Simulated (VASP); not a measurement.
# S (P3_221) in VASP: relaxation of cell and atoms with PBE+D3(BJ)

Aim: the relaxation of cell and atoms of S with PBE+D3(BJ).

Everything below comes from runs of VASP 6.6.1. Logs are shortened: lines on timing, memory, paths and dates and some standing lists are left out, and cuts for length are marked.

### Step 1. The structure

It takes space group P3_221 (No. 154, trigonal). The conventional cell has a = 7.848 Å, b = 7.848 Å, c = 4.372 Å, α = 90.00°, β = 90.00°, γ = 120.00°. S (site symmetry 2) is surrounded by 2 S at 2.06 Å. S (site symmetry 1) has 2 S at 2.06 Å as nearest neighbours.

This isn't the form of S at room conditions, which is orthorhombic, of S8 rings.

### Step 2. Relaxation of cell and atoms, PBE+D3(BJ)

Contents of INCAR:

```
PREC     = Accurate       # precision mode
ENCUT    = 600            # plane-wave cutoff, eV
EDIFF    = 1E-7           # SCF threshold, eV
ISMEAR   = 0              # smearing method
SIGMA    = 0.02           # smearing width, eV
LREAL    = F              # projectors in reciprocal space
LASPH    = T              # aspherical terms in the spheres
NELM     = 80             # most SCF steps
ALGO     = Normal         # electronic algorithm
ISIF     = 3              # what is computed and relaxed
LWAVE    = F              # write WAVECAR
LCHARG   = F              # write CHGCAR
GGA      = PE             # functional
IVDW     = 12             # dispersion correction
IBRION   = 2              # ionic algorithm
NSW      = 90             # ionic steps
EDIFFG   = -0.005         # ionic threshold
```

Contents of KPOINTS:

```
Automatic mesh
0
Gamma
  6 6 6
```

Contents of POSCAR:

```
S
1.0
    7.8483716200      0.0000000000      0.0000000000
   -3.9241858100      6.7968892000      0.0000000000
    0.0000000000      0.0000000000      4.3718472700
S
9
Direct
    0.1074698100      0.1074698100      0.5000000000
    0.4497097800      0.6897898700      0.7335943500
    0.6897898700      0.4497097800      0.2664056500
    0.8925301900      0.0000000000      0.1666666700
    0.2400800900      0.5502902200      0.0669276800
    0.3102101300      0.7599199100      0.4002610200
    0.5502902200      0.2400800900      0.9330723200
    0.7599199100      0.3102101300      0.5997389800
    0.0000000000      0.8925301900      0.8333333300
```

Potentials or basis: VASP PAW PBE potentials, release 64 (S).

Launch:

```console
$ cat potpaw_PBE.64/S/POTCAR > POTCAR
$ mpirun -np 1 vasp_std > vasp.out
```

OUTCAR:

```text
PREC = Accurate
   ENCUT = 600
   EDIFF = 1E-7
   ISMEAR = 0
   LREAL = F
   LASPH = T
   NELM = 80
   ISIF = 3
   GGA = PE
   IVDW = 12
   IBRION = 2
   NSW = 90
   EDIFFG = -0.005
 IVDW          = 12

 ion  position               nearest neighbor table
   1  0.107  0.107  0.500-   9 2.06   4 2.06
   2  0.450  0.690  0.734-   5 2.06   6 2.06
   3  0.690  0.450  0.266-   7 2.06   8 2.06
   4  0.893  0.000  0.167-   1 2.06   9 2.06
   5  0.240  0.550  0.067-   2 2.06   6 2.06
   6  0.310  0.760  0.400-   2 2.06   5 2.06
   7  0.550  0.240  0.933-   3 2.06   8 2.06
   8  0.760  0.310  0.600-   3 2.06   7 2.06
   9  0.000  0.893  0.833-   1 2.06   4 2.06

  LATTYP: Found a hexagonal cell.
 ALAT       =     7.8483716200
 C/A-ratio  =     0.5570387695

  Lattice vectors:

 A1 = (   7.8483716200,   0.0000000000,   0.0000000000)
 A2 = (  -3.9241858100,   6.7968892000,   0.0000000000)
 A3 = (   0.0000000000,   0.0000000000,   4.3718472700)

Analysis of symmetry for initial positions (statically):
=====================================================================
 Subroutine PRICEL returns:
 Original cell was already a primitive cell.

 Routine SETGRP: Setting up the symmetry group for a
 hexagonal supercell.

 Subroutine GETGRP returns: Found  6 space group operations
 (whereof  2 operations were pure point group operations)
 out of a pool of 24 trial point group operations.

The static configuration has the point symmetry C_2 .
 The point group associated with its full space group is D_3 .

Analysis of symmetry for dynamics (positions and initial velocities):
=====================================================================
 Subroutine PRICEL returns:
 Original cell was already a primitive cell.

 Routine SETGRP: Setting up the symmetry group for a
 hexagonal supercell.

 Subroutine GETGRP returns: Found  6 space group operations
 (whereof  2 operations were pure point group operations)
 out of a pool of 24 trial point group operations.

The dynamic configuration has the point symmetry C_2 .
 The point group associated with its full space group is D_3 .

 Subroutine INISYM returns: Found  6 space group operations
 (whereof  2 operations are pure point group operations),
 and found     1 'primitive' translations

----------------------------------------------------------------------------------------

                                     Primitive cell

  volume of cell :     233.2141

  direct lattice vectors                    reciprocal lattice vectors
     7.848371620  0.000000000  0.000000000     0.127414966  0.073563065  0.000000000
    -3.924185810  6.796889200  0.000000000     0.000000000  0.147126129  0.000000000
     0.000000000  0.000000000  4.371847270     0.000000000  0.000000000  0.228736261

  length of vectors
     7.848371620  7.848371619  4.371847270     0.147126129  0.147126129  0.228736261

  position of ions in fractional coordinates (direct lattice)
     0.107469810  0.107469810  0.500000000
     0.449709780  0.689789870  0.733594350
     0.689789870  0.449709780  0.266405650
     0.892530190  0.000000000  0.166666670
     0.240080090  0.550290220  0.066927680
     0.310210130  0.759919910  0.400261020
     0.550290220  0.240080090  0.933072320
     0.759919910  0.310210130  0.599738980
     0.000000000  0.892530190  0.833333330

  ion indices of the primitive-cell ions
   primitive index   ion index
                 1           1
                 2           2
                 3           3
                 4           4
                 5           5
                 6           6
                 7           7
                 8           8
                 9           9

----------------------------------------------------------------------------------------

 KPOINTS: Automatic mesh

Automatic generation of k-mesh.
 Grid dimensions read from file:
 generate k-points for:    6    6    6

 Generating k-lattice:

  Cartesian coordinates                     Fractional coordinates (reciprocal lattice)
     0.021235828  0.012260511  0.000000000     0.166666667  0.000000000  0.000000000
     0.000000000  0.024521022  0.000000000     0.000000000  0.166666667  0.000000000
     0.000000000  0.000000000  0.038122710     0.000000000  0.000000000  0.166666667

  Length of vectors
     0.024521022  0.024521022  0.038122710

  Shift w.r.t. Gamma in fractional coordinates (k-lattice)
     0.000000000  0.000000000  0.000000000

 Subroutine IBZKPT returns following result:
 ===========================================

 Found     34 irreducible k-points:

 Following reciprocal coordinates:
            Coordinates               Weight
  0.000000  0.000000  0.000000      1.000000
  0.166667 -0.000000  0.000000      6.000000
  0.333333  0.000000  0.000000      6.000000
  0.500000  0.000000  0.000000      3.000000
  0.166667  0.166667  0.000000      6.000000
  0.333333  0.166667  0.000000     12.000000
[... 16 lines left out ...]
  0.500000  0.000000  0.333333      6.000000
  0.166667  0.166667  0.333333     12.000000
 [... further k-points ...]
   k-points           NKPTS =     34   k-points in BZ     NKDIM =     34   number of bands    NBANDS=     32
   number of dos      NEDOS =    301   number of ions     NIONS =      9
   total plane-waves  NPLWV = 147456
   dimension x,y,z NGX =    64 NGY =   64 NGZ =   36
   dimension x,y,z NGXF=   128 NGYF=  128 NGZF=   72
   ions per type =               9
   NGX,Y,Z   is equivalent  to a cutoff of  13.56, 13.56, 13.69 a.u.
   NGXF,Y,Z  is equivalent  to a cutoff of  27.11, 27.11, 27.38 a.u.
 SYSTEM =  unknown system
   PREC   = accura    normal or accurate (medium, high low for compatibility)
   ISTART =      0    job   : 0-new  1-cont  2-samecut
   ICHARG =      2    charge: 1-file 2-atom 10-const
   ISPIN  =      1    spin polarized calculation?
   LNONCOLLINEAR =      F non collinear calculations
   LSORBIT =      F    spin-orbit coupling
   LASPH  =      T    aspherical Exc in radial PAW
   ENCUT  =  600.0 eV  44.10 Ry    6.64 a.u.  15.68 15.68  8.73*2*pi/ulx,y,z
   NELM   =     80;   NELMIN=  2; NELMDL= -5     # of ELM steps
   EDIFF  = 0.1E-06   stopping-criterion for ELM
   LREAL  =      F    real-space projection
   EDIFFG = -.5E-02   stopping-criterion for IOM
   NSW    =     90    number of steps for IOM
   IBRION =      2    ionic relax: 0-MD 1-quasi-New 2-CG
   NFREE  =      1    steps in history (QN), initial steepest desc. (CG)
   ISIF   =      3    stress and relaxation
   ISYM   =      2    0-nonsym 1-usesym 2-fastsym
   POTIM  = 0.5000    time-step for ionic-motion
   TEBEG  =    0.0;   TEEND  =   0.0 temperature during run
   PSTRESS=    0.0 pullay stress
   NELECT =      54.0000    total number of electrons
   NUPDOWN=      -1.0000    fix difference up-down
   EMIN   =  10.00;   EMAX   =-10.00  energy-range for DOS
   EFERMI =   0.00;   METHOD = LEGACY
   ISMEAR =     0;   SIGMA  =   0.02  broadening in eV -4-tet -1-fermi 0-gaus
   EFERMI_NEDOS =   21; number of points for ismear=-14 and -15
   IALGO  =     38    algorithm
   IMIX   =      4    mixing-type and parameters
     AMIX     =   0.40;   BMIX     =  1.00
     AMIX_MAG =   1.60;   BMIX_MAG =  1.00
  volume/ion in A,a.u.               =      25.91       174.87
  Fermi-wavevector in a.u.,A,eV,Ry     =   1.005282  1.899707 13.749933  1.010592
  Thomas-Fermi vector in A             =   2.137951
   LORBIT       =      0    0 simple, 1 ext, 2 COOP (PROOUT), +10 PAW based schemes
   GGA     = PE    functional components
   LHFCALC =     F    Hartree Fock is set to
   AEXX    =    0.0000 exact exchange contribution
   IVDW    =    12    specifies the selected vdW correction
   LEPSILON=     F    determine dielectric tensor
   LRPA    =     F    only Hartree local field effects (RPA)
 conjugate gradient relaxation of ions
 non-spin polarized calculation
 Gauss-broadening in eV      SIGMA  =   0.02
  energy-cutoff  :      600.00
  volume of cell :      233.21
 maximum number of plane-waves:      7818
 NGX is ok and might be reduce to    64
   NGX = 31   NGY = 31   NGZ = 17

--------------------------------------- Ionic step        1  -------------------------------------------

 number of electron      54.0000002 magnetization

 Free energy of the ion-electron system (eV)
  ---------------------------------------------------
  ext. energy  EPLUGINS =         0.00000000
  ---------------------------------------------------
  free energy    TOTEN  =       -36.72928702 eV

  energy without entropy =      -36.72928702  energy(sigma->0) =      -36.72928702

------------------------ aborting loop because EDIFF is reached ----------------------------------------

 Edisp (eV)   -1.98940

 E8    (eV) :    -0.7046

  FORCE on cell =-STRESS in cart. coord.  units (eV):
  Direction    XX          YY          ZZ          XY          YZ          ZX
  --------------------------------------------------------------------------------------
  -------------------------------------------------------------------------------------
  Total      -0.32857    -0.32857     0.53297     0.00000     0.00000     0.00000
  in kB      -2.25728    -2.25728     3.66152     0.00000     0.00000     0.00000
  external pressure =       -0.28 kB  Pullay stress =        0.00 kB
[... 118 lines left out ...]
  FREE ENERGIE OF THE ION-ELECTRON SYSTEM (eV)
  ---------------------------------------------------
  free  energy   TOTEN  =       -38.7286711213 eV

  energy  without entropy=      -38.7286711213  energy(sigma->0) =      -38.72867112

[... ionic steps 4 to 16 ...]

--------------------------------------- Ionic step       17  -------------------------------------------

 number of electron      54.0000001 magnetization

------------------------ aborting loop because EDIFF is reached ----------------------------------------

 Edisp (eV)   -2.26524

 E8    (eV) :    -0.8110
[... 83 lines left out ...]
  energy  without entropy=      -38.7951906676  energy(sigma->0) =      -38.79519067

--------------------------------------- Ionic step       19  -------------------------------------------

 number of electron      54.0000001 magnetization

 Free energy of the ion-electron system (eV)
  ---------------------------------------------------
  ext. energy  EPLUGINS =         0.00000000
  ---------------------------------------------------
  free energy    TOTEN  =       -36.53327237 eV

  energy without entropy =      -36.53327237  energy(sigma->0) =      -36.53327237

 E-fermi :   2.9785     XC(G=0):  -8.7439

 val. band max:        2.8849196000   @ k =   0.0000   0.0000   0.3333
 cond. band min:       4.7716341804   @ k =   0.5000   0.0000   0.5000
 fundamental gap:      1.8867145804
 Fermi energy:         2.9785499261

 k-point     1 :       0.0000    0.0000    0.0000
  band No.  band energies     occupation
      1     -13.7018      2.00000
      2     -13.4101      2.00000
      3     -13.3598      2.00000
      4      -8.6920      2.00000
      5      -8.6920      2.00000
      6      -8.5719      2.00000
[... 829 lines left out ...]
     31       5.7869      0.00000
     32       5.9085      0.00000

 [... further k-points ...]

------------------------ aborting loop because EDIFF is reached ----------------------------------------

 Edisp (eV)   -2.26195

 E8    (eV) :    -0.8097

  FORCE on cell =-STRESS in cart. coord.  units (eV):
  Direction    XX          YY          ZZ          XY          YZ          ZX
  --------------------------------------------------------------------------------------
  -------------------------------------------------------------------------------------
  Total      -0.00328    -0.00328    -0.03502     0.00000     0.00000     0.00000
  in kB      -0.02495    -0.02495    -0.26656     0.00000     0.00000     0.00000
  external pressure =       -0.11 kB  Pullay stress =        0.00 kB
[... 24 lines left out ...]
  FREE ENERGIE OF THE ION-ELECTRON SYSTEM (eV)
  ---------------------------------------------------
  free  energy   TOTEN  =       -38.7952241760 eV

  energy  without entropy=      -38.7952241760  energy(sigma->0) =      -38.79522418

 reached required accuracy - stopping structural energy minimisation
```

It took 53 min on 1 thread of Intel Xeon Platinum 8488C (Sapphire Rapids), shared host; peak memory 0.53 GiB.

What came out:

- Free energy: -38.7952 eV
- Relaxed volume: 23.39 Å³/atom
- Relaxed cell: a = 7.457 Å, b = 7.457 Å, c = 4.370 Å, α = 90.00°, β = 90.00°, γ = 120.00°
- Space group after relaxing (to 0.05 Å): P3_221 (No. 154)
- Energy gained by relaxing: 8.5 meV/atom
- Ionic steps: 19
- Pressure after relaxing: 0.0 GPa
- Largest force after relaxing: 0.005 eV/Å
- Band gap on the k mesh: 1.89 eV, indirect (least direct gap 2.03 eV)
- Dispersion energy per atom: -0.251 eV

Forces in eV/Å, atoms in the order of the input:
```
S   -0.001 -0.002  0.000
S    0.004 -0.003  0.000
S   -0.005  0.002  0.000
S    0.003  0.000  0.000
S   -0.005 -0.002  0.000
S    0.001  0.005  0.000
S    0.001 -0.005  0.000
S    0.004  0.003  0.000
S   -0.001  0.002  0.000
```

The path:
```
step  energy change (eV)  largest force (eV/Å)  pressure (GPa)  volume (Å³)
   1              0.0000                0.2314           -0.03       233.21
   2             -0.0093                0.0856           -0.97       233.06
   3             -0.0100                0.0230           -0.78       233.09
   4             -0.0226                0.0274           -0.69       230.36
   5             -0.0516                0.0352           -0.34       222.28
   6             -0.0593                0.0295            0.67       206.66
   7             -0.0654                0.0257            0.19       213.39
   8             -0.0751                0.1051           -0.22       210.38
   9             -0.0751                0.1024           -0.21       210.44
  10             -0.0733                0.1244            0.46       208.21
  11             -0.0763                0.0204            0.05       209.57
  12             -0.0764                0.0138            0.00       209.76
  13             -0.0764                0.0111            0.01       209.73
  14             -0.0764                0.0045            0.03       209.81
  15             -0.0764                0.0061            0.03       209.84
  16             -0.0765                0.0052            0.02       209.95
  17             -0.0765                0.0100           -0.02       210.22
  18             -0.0765                0.0082           -0.02       210.28
  19             -0.0765                0.0050           -0.01       210.47
```

Final structure:
```
CELL_PARAMETERS angstrom
7.45722 0.00000 0.00000
-3.72861 6.45814 0.00000
0.00000 0.00000 4.37021
ATOMIC_POSITIONS crystal
S 0.11451 0.11451 0.50000
S 0.45645 0.69014 0.73362
S 0.69014 0.45645 0.26638
S 0.88549 0.00000 0.16667
S 0.23369 0.54355 0.06695
S 0.30986 0.76631 0.40028
S 0.54355 0.23369 0.93305
S 0.76631 0.30986 0.59972
S 0.00000 0.88549 0.83333
```

A k mesh can miss the band edges. Expect the measured gap to be larger: semilocal functionals such as PBE lack the derivative discontinuity.
